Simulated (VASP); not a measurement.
# Pt (Im-3m) in VASP: settings compared, part 2 of 2

VASP 6.6.1. The steps go on from the part before.

## Step 5: Band structure, AM05

File POSCAR:

```
Pt
1.0
   -1.5842200000      1.5842200000      1.5842200000
    1.5842200000     -1.5842200000      1.5842200000
    1.5842200000      1.5842200000     -1.5842200000
Pt
1
Direct
    0.0000000000      0.0000000000      0.0000000000
```

File INCAR.step1:

```
  PREC = Accurate
  ENCUT = 520
  EDIFF = 1E-6
  ISMEAR = -1
  SIGMA = 0.05
  LREAL = False
  LASPH = True
  NELM = 60
  ALGO = Normal
  ISIF = 2
  LWAVE = False
  LCHARG = True
  LMAXMIX = 4
  GGA = AM
```

File KPOINTS.step1:

```
regular mesh
0
Gamma
  12 12 12
```

File INCAR.step2:

```
  PREC = Accurate
  ENCUT = 520
  EDIFF = 1E-6
  ISMEAR = 0
  SIGMA = 0.05
  LREAL = False
  LASPH = True
  NELM = 60
  ALGO = Normal
  ISIF = 2
  LWAVE = False
  LCHARG = False
  LMAXMIX = 4
  GGA = AM
  ICHARG = 11
```

File KPOINTS.step2:

```
path GHNGPH,PN
20
line-mode
reciprocal
 0.0000000000  0.0000000000  0.0000000000  G
 0.5000000000 -0.5000000000  0.5000000000  H

 0.5000000000 -0.5000000000  0.5000000000  H
 0.0000000000  0.0000000000  0.5000000000  N

 0.0000000000  0.0000000000  0.5000000000  N
 0.0000000000  0.0000000000  0.0000000000  G

 0.0000000000  0.0000000000  0.0000000000  G
 0.2500000000  0.2500000000  0.2500000000  P

 0.2500000000  0.2500000000  0.2500000000  P
 0.5000000000 -0.5000000000  0.5000000000  H

 0.2500000000  0.2500000000  0.2500000000  P
 0.0000000000  0.0000000000  0.5000000000  N
```

Potentials or basis: VASP PAW PBE potentials, release 64 (Pt).

Launch:

```bash
cat potpaw_PBE.64/Pt/POTCAR > POTCAR
cp INCAR.step1 INCAR
cp KPOINTS.step1 KPOINTS
mpirun -np 1 vasp_std > vasp.out
cp INCAR.step2 INCAR
cp KPOINTS.step2 KPOINTS
mpirun -np 1 vasp_std > vasp.out
```

OUTCAR:

```text
PREC = Accurate
   ENCUT = 520
   EDIFF = 1E-6
   ISMEAR = 0
   LREAL = False
   LASPH = True
   NELM = 60
   ISIF = 2
   GGA = AM
   ICHARG = 11

 ion  position               nearest neighbor table
   1  0.000  0.000  0.000-

  LATTYP: Found a body centered cubic cell.
 ALAT       =     3.1684400000

  Lattice vectors:

 A1 = (  -1.5842200000,   1.5842200000,   1.5842200000)
 A2 = (   1.5842200000,  -1.5842200000,   1.5842200000)
 A3 = (   1.5842200000,   1.5842200000,  -1.5842200000)

Analysis of symmetry for initial positions (statically):
=====================================================================
 Subroutine PRICEL returns:
 Original cell was already a primitive cell.

 Routine SETGRP: Setting up the symmetry group for a
 body centered cubic supercell.

 Subroutine GETGRP returns: Found 48 space group operations
 (whereof 48 operations were pure point group operations)
 out of a pool of 48 trial point group operations.

The static configuration has the point symmetry O_h .

Analysis of symmetry for dynamics (positions and initial velocities):
=====================================================================
 Subroutine PRICEL returns:
 Original cell was already a primitive cell.

 Routine SETGRP: Setting up the symmetry group for a
 body centered cubic supercell.

 Subroutine GETGRP returns: Found 48 space group operations
 (whereof 48 operations were pure point group operations)
 out of a pool of 48 trial point group operations.

The dynamic configuration has the point symmetry O_h .

 Subroutine INISYM returns: Found 48 space group operations
 (whereof 48 operations are pure point group operations),
 and found     1 'primitive' translations

----------------------------------------------------------------------------------------

                                     Primitive cell

  volume of cell :      15.9040

  direct lattice vectors                    reciprocal lattice vectors
    -1.584220000  1.584220000  1.584220000     0.000000000  0.315612731  0.315612731
     1.584220000 -1.584220000  1.584220000     0.315612731  0.000000000  0.315612731
     1.584220000  1.584220000 -1.584220000     0.315612731  0.315612731  0.000000000

  length of vectors
     2.743949530  2.743949530  2.743949530     0.446343804  0.446343804  0.446343804

  position of ions in fractional coordinates (direct lattice)
     0.000000000  0.000000000  0.000000000

  ion indices of the primitive-cell ions
   primitive index   ion index
                 1           1

----------------------------------------------------------------------------------------

 KPOINTS: path GHNGPH,PN

Interpolating k-points between supplied coordinates.

 Line segments in fractional coordinates (reciprocal lattice):
    0.000000  0.000000  0.000000  ...  0.500000 -0.500000  0.500000
    0.500000 -0.500000  0.500000  ...  0.000000  0.000000  0.500000
    0.000000  0.000000  0.500000  ...  0.000000  0.000000  0.000000
    0.000000  0.000000  0.000000  ...  0.250000  0.250000  0.250000
    0.250000  0.250000  0.250000  ...  0.500000 -0.500000  0.500000
    0.250000  0.250000  0.250000  ...  0.000000  0.000000  0.500000

 Generated    20 points on each line segment, for a total of    120 k-points:

 Following reciprocal coordinates:
            Coordinates               Weight
  0.000000  0.000000  0.000000      0.008333
  0.026316 -0.026316  0.026316      0.008333
  0.052632 -0.052632  0.052632      0.008333
  0.078947 -0.078947  0.078947      0.008333
  0.105263 -0.105263  0.105263      0.008333
  0.131579 -0.131579  0.131579      0.008333
[... 16 lines left out ...]
  0.447368 -0.447368  0.500000      0.008333
  0.421053 -0.421053  0.500000      0.008333
 [... further k-points ...]
   k-points           NKPTS =    120   k-points in BZ     NKDIM =    120   number of bands    NBANDS=      9
   number of dos      NEDOS =    301   number of ions     NIONS =      1
   total plane-waves  NPLWV =   8000
   dimension x,y,z NGX =    20 NGY =   20 NGZ =   20
   dimension x,y,z NGXF=    40 NGYF=   40 NGZF=   40
   ions per type =               1
   NGX,Y,Z   is equivalent  to a cutoff of  12.12, 12.12, 12.12 a.u.
   NGXF,Y,Z  is equivalent  to a cutoff of  24.23, 24.23, 24.23 a.u.
 SYSTEM =  unknown system
   PREC   = accura    normal or accurate (medium, high low for compatibility)
   ISTART =      0    job   : 0-new  1-cont  2-samecut
   ICHARG =     11    charge: 1-file 2-atom 10-const
   ISPIN  =      1    spin polarized calculation?
   LNONCOLLINEAR =      F non collinear calculations
   LSORBIT =      F    spin-orbit coupling
   LASPH  =      T    aspherical Exc in radial PAW
   ENCUT  =  520.0 eV  38.22 Ry    6.18 a.u.   5.10  5.10  5.10*2*pi/ulx,y,z
   NELM   =     60;   NELMIN=  2; NELMDL=  0     # of ELM steps
   EDIFF  = 0.1E-05   stopping-criterion for ELM
   LREAL  =      F    real-space projection
   EDIFFG = 0.1E-04   stopping-criterion for IOM
   NSW    =      0    number of steps for IOM
   IBRION =     -1    ionic relax: 0-MD 1-quasi-New 2-CG
   NFREE  =      0    steps in history (QN), initial steepest desc. (CG)
   ISIF   =      2    stress and relaxation
   ISYM   =      2    0-nonsym 1-usesym 2-fastsym
   POTIM  = 0.5000    time-step for ionic-motion
   TEBEG  =    0.0;   TEEND  =   0.0 temperature during run
   PSTRESS=    0.0 pullay stress
   NELECT =      10.0000    total number of electrons
   NUPDOWN=      -1.0000    fix difference up-down
   EMIN   =  10.00;   EMAX   =-10.00  energy-range for DOS
   EFERMI =   0.00;   METHOD = LEGACY
   ISMEAR =     0;   SIGMA  =   0.05  broadening in eV -4-tet -1-fermi 0-gaus
   EFERMI_NEDOS =   21; number of points for ismear=-14 and -15
   IALGO  =     38    algorithm
   IMIX   =      4    mixing-type and parameters
     AMIX     =   0.40;   BMIX     =  1.00
     AMIX_MAG =   1.60;   BMIX_MAG =  1.00
  volume/ion in A,a.u.               =      15.90       107.33
  Fermi-wavevector in a.u.,A,eV,Ry     =   1.402510  2.650360 26.763132  1.967035
  Thomas-Fermi vector in A             =   2.525265
   LORBIT       =      0    0 simple, 1 ext, 2 COOP (PROOUT), +10 PAW based schemes
   GGA     = AM    functional components
   LHFCALC =     F    Hartree Fock is set to
   AEXX    =    0.0000 exact exchange contribution
   IVDW    =     0    specifies the selected vdW correction
   LEPSILON=     F    determine dielectric tensor
   LRPA    =     F    only Hartree local field effects (RPA)
 non-spin polarized calculation
 Gauss-broadening in eV      SIGMA  =   0.05
  energy-cutoff  :      520.00
  volume of cell :       15.90
 maximum number of plane-waves:       444

 number of electron      10.0000000 magnetization

 Free energy of the ion-electron system (eV)
  ---------------------------------------------------
  ext. energy  EPLUGINS =         0.00000000
  ---------------------------------------------------
  free energy    TOTEN  =        -6.39216270 eV

  energy without entropy =       -6.39072732  energy(sigma->0) =       -6.39144501

 E-fermi :  10.2677     XC(G=0): -13.3026

 val. band max:       10.2555121342   @ k =   0.0000   0.0000   0.3947
 cond. band min:      10.2684013737   @ k =   0.4474  -0.4474   0.4474
 fundamental gap:      0.0128892396
 Fermi energy:        10.2677407415

 k-point     1 :       0.0000    0.0000    0.0000
  band No.  band energies     occupation
      1       0.3975      2.00000
      2       6.4405      2.00000
      3       6.4405      2.00000
      4       6.4405      2.00000
      5       8.9247      2.00000
      6       8.9247      2.00000
      7      26.9572      0.00000
      8      26.9572      0.00000
      9      26.9572      0.00000

 k-point     2 :       0.0263   -0.0263    0.0263
  band No.  band energies     occupation
      1       0.4539      2.00000
      2       6.4410      2.00000
      3       6.4410      2.00000
      4       6.4626      2.00000
      5       8.8786      2.00000
      6       8.9419      2.00000
      7      26.9542      0.00000
      8      27.0393      0.00000
      9      27.0393      0.00000
[... 253 lines left out ...]
 k-point    24 :       0.4211   -0.4211    0.5000
  band No.  band energies     occupation
      1       4.0043      2.00000
      2       4.0330      2.00000
      3       9.8221      2.00000
      4       9.9599      2.00000
      5      10.4328      0.00000
      6      16.9511      0.00000
      7      17.2382      0.00000
      8      18.1887      0.00000
      9      23.8829      0.00000

 [... further k-points ...]

------------------------ aborting loop because EDIFF is reached ----------------------------------------

  FORCE on cell =-STRESS in cart. coord.  units (eV):
  Direction    XX          YY          ZZ          XY          YZ          ZX
  --------------------------------------------------------------------------------------
  -------------------------------------------------------------------------------------
  Total        1.4241085      1.4241085      1.4241085      0.0000000     -0.0000000      0.0000000
  in kB      143.4654086    143.4654086    143.4654086      0.0000000     -0.0000000      0.0000000
  external PRESSURE =     143.4654086 kB  Pullay stress =       0.0000000 kB

 VOLUME and BASIS-vectors are now :
 -----------------------------------------------------------------------------
  energy-cutoff  :      520.00
  volume of cell :       15.90
      direct lattice vectors                 reciprocal lattice vectors
    -1.584220000  1.584220000  1.584220000     0.000000000  0.315612731  0.315612731
     1.584220000 -1.584220000  1.584220000     0.315612731  0.000000000  0.315612731
     1.584220000  1.584220000 -1.584220000     0.315612731  0.315612731  0.000000000

 POSITION                                       TOTAL-FORCE (eV/Angst)
 -----------------------------------------------------------------------------------
      0.00000      0.00000      0.00000        -0.000000     -0.000000      0.000000
 -----------------------------------------------------------------------------------
    total drift:                               -0.000000      0.000000      0.000000

  FREE ENERGIE OF THE ION-ELECTRON SYSTEM (eV)
  ---------------------------------------------------
  free  energy   TOTEN  =        -6.3921626976 eV

  energy  without entropy=       -6.3907273193  energy(sigma->0) =       -6.39144501
```

It took 10 s on 1 thread of Intel Xeon 6975P-C (Granite Rapids), shared host; peak memory 0.13 GiB.

Results:

* Band gap along the path: none (metal or under the smearing width)

Levels at the corners of the path, in eV from the Fermi level:
```tsv
point	band 2	band 3	band 4	band 5	band 6	band 7	band 8	band 9
Γ	-3.38	-3.38	-3.38	-0.89	-0.89	17.14	17.14	17.14
H	-5.94	0.59	0.59	0.59	7.68	7.68	7.68	12.73
H	-5.94	0.59	0.59	0.59	7.68	7.68	7.68	12.73
N	-4.79	-1.08	-0.57	0.29	1.10	6.29	13.29	15.86
N	-4.79	-1.08	-0.57	0.29	1.10	6.29	13.29	15.86
Γ	-3.38	-3.38	-3.38	-0.89	-0.89	17.14	17.14	17.14
Γ	-3.38	-3.38	-3.38	-0.89	-0.89	17.14	17.14	17.14
P	-4.18	-4.18	-0.51	-0.51	4.79	9.38	9.38	9.38
P	-4.18	-4.18	-0.51	-0.51	4.79	9.38	9.38	9.38
H	-5.94	0.59	0.59	0.59	7.68	7.68	7.68	12.73
P	-4.18	-4.18	-0.51	-0.51	4.79	9.38	9.38	9.38
N	-4.79	-1.08	-0.57	0.29	1.10	6.29	13.29	15.86
```

Caveat: the log is that of the step along the path at fixed density, whose energy, stress, charges and moments have no meaning; the PAW data sets were made with another functional, which shifts forces and pressure a little; spin-orbit coupling is left out, which moves the levels of the heavy elements.

## Step 6: The reference run

An earlier run on the cell as given: functional PBEsol; potentials or basis VASP PAW PBE potentials, release 64 (Pt); cutoff 520 eV; k mesh 12 × 12 × 12; occupations fermi-dirac, width 0.05 eV; no spin polarisation.

- Pressure: -11.6 GPa
- Band gap on the k mesh: none (metal or under the smearing width)
